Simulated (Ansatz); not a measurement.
Input and command of a plane-wave DFT calculation in Ansatz:

```yaml
crystal:
  lattice:
    - [2.9389939992, 0.0, 0.0]
    - [0.0, 4.5912476233, 0.0]
    - [0.0, 0.0, 28.2738593696]
  atoms:
    - { symbol: O, position: [0.5, 0.1955612568, 0.2652626902] }
    - { symbol: Ti, position: [0.0, 0.0, 0.297018884] }
    - { symbol: O, position: [0.5, 0.8044387432, 0.3287750777] }
    - { symbol: O, position: [0.0, 0.3044387432, 0.3464551367] }
    - { symbol: Ti, position: [0.5, 0.5, 0.3782113304] }
    - { symbol: O, position: [0.0, 0.6955612568, 0.4099675241] }
    - { symbol: O, position: [0.5, 0.1955612568, 0.4276475831] }
    - { symbol: Ti, position: [0.0, 0.0, 0.4594037768] }
    - { symbol: O, position: [0.5, 0.8044387432, 0.4911599705] }
    - { symbol: O, position: [0.0, 0.3044387432, 0.5088400295] }
    - { symbol: Ti, position: [0.5, 0.5, 0.5405962232] }
    - { symbol: O, position: [0.0, 0.6955612568, 0.5723524169] }
    - { symbol: O, position: [0.5, 0.1955612568, 0.5900324759] }
    - { symbol: Ti, position: [0.0, 0.0, 0.6217886696] }
    - { symbol: O, position: [0.5, 0.8044387432, 0.6535448633] }
    - { symbol: O, position: [0.0, 0.3044387432, 0.6712249223] }
    - { symbol: Ti, position: [0.5, 0.5, 0.702981116] }
    - { symbol: O, position: [0.0, 0.6955612568, 0.7347373098] }
basis:
  ecutwfc: 420
kpoints:
  mp_grid: { grid: [9, 6, 1] }
hamiltonian:
  xc: pbesol
scf:
  occupations: { method: gaussian, width: 0.05 }
output:
  forces: true
  eigenvalues: true
  write_density: true
  write_potential: true
  elf: true
  volumetric_format: npy
relax:
  adjacent_minimum: "off"
  f_tol: 0.02
  max_steps: 60
efield:
  axis: 3
  dipole_correction: true
  ramp_width: 0.04
```

```bash
ansatz run input.yaml --threads 2 --pin off --max-ram 5120MiB --backend cpu --events-out ev --progress --plain --runs-dir out
```

Processor: Arm Neoverse V2, 2 threads, on a host shared with other jobs.

Problem. Estimate time, memory and problem size.

Solution. About 7.1 min on 2 threads of Arm Neoverse V2 (shared host), peak memory 0.95 GiB. It solves 90 bands at 20 k points (the mesh reduced by symmetry) with about 7413 plane waves, in 71 SCF iterations over 9 ionic steps.
